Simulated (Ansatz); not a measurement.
A trial form of AgCl

Method: DFT PBE, scalar-relativistic, plane waves, PAW (Ansatz). Cutoff 420 eV, Gaussian smearing, Γ-centred meshes. Cell and atoms relax first on a coarse mesh and then on a converged one. In between, the cell is made exact in the group found at 0.06 Å. The steps can't lower the symmetry of their start. No spin polarisation.

The guess for AgCl is a distorted database cell: AgCl type (Fm-3m) distorted into a subgroup (R3m, No. 160) (largest shift (Å) 0.23).

```cif
data_structure
_symmetry_space_group_name_H-M 'R3m:H'
_symmetry_Int_Tables_number 160
_cell_length_a 3.9319
_cell_length_b 3.9319
_cell_length_c 9.5520
_cell_angle_alpha 90.000
_cell_angle_beta 90.000
_cell_angle_gamma 120.000
_cell_volume 127.89
loop_
_atom_site_label
_atom_site_type_symbol
_atom_site_symmetry_multiplicity
_atom_site_Wyckoff_symbol
_atom_site_fract_x
_atom_site_fract_y
_atom_site_fract_z
_atom_site_occupancy
Ag1 Ag 3 a 0.33333 0.66667 0.64272 1
Cl1 Cl 3 a 0.33333 0.66667 0.19061 1
```

The zero of energy is the elements' standard structures at the same level (Cl₂ as a molecule); no fitted shifts are applied.

Problem. Where does the relaxation end?

Solution. The symmetry goes from R3m (No. 160) to Fm-3m (No. 225). The end has the rock salt type. The volume per atom grows by 3.6 %, from 21.3 to 22.1 Å³. The shortest distance goes from 2.54 Å (Ag–Cl) to 2.81 Å (Ag–Cl). The energy falls by about 0.06 eV/atom (the start's value is from the coarse mesh). Conventional cell: a = 5.611 Å. Around Ag lie 6 Cl at 2.81 Å; Cl is surrounded by 6 Ag at 2.81 Å.

```
Ag Cl
1.0
     0.00000    2.80557    2.80557
     2.80557    0.00000    2.80557
     2.80557    2.80557    0.00000
Ag Cl
1 1
Direct
  0.00000 0.00000 0.00000
  0.50000 0.50000 0.50000
```

Problem. How does it come out in energy, and is it a metal?

Solution. The formation energy is −0.452 eV/atom and the gap on the 8×8×8 mesh of the 2-atom cell is 0.92 eV.

Whether it is stable depends on the other phases of the system, which aren't compared here.

The last run used Gaussian smearing of 0.02 eV. Kohn–Sham gaps at this level usually fall short of measured ones. Symmetry constrained the relaxation, so the result can be a saddle point.
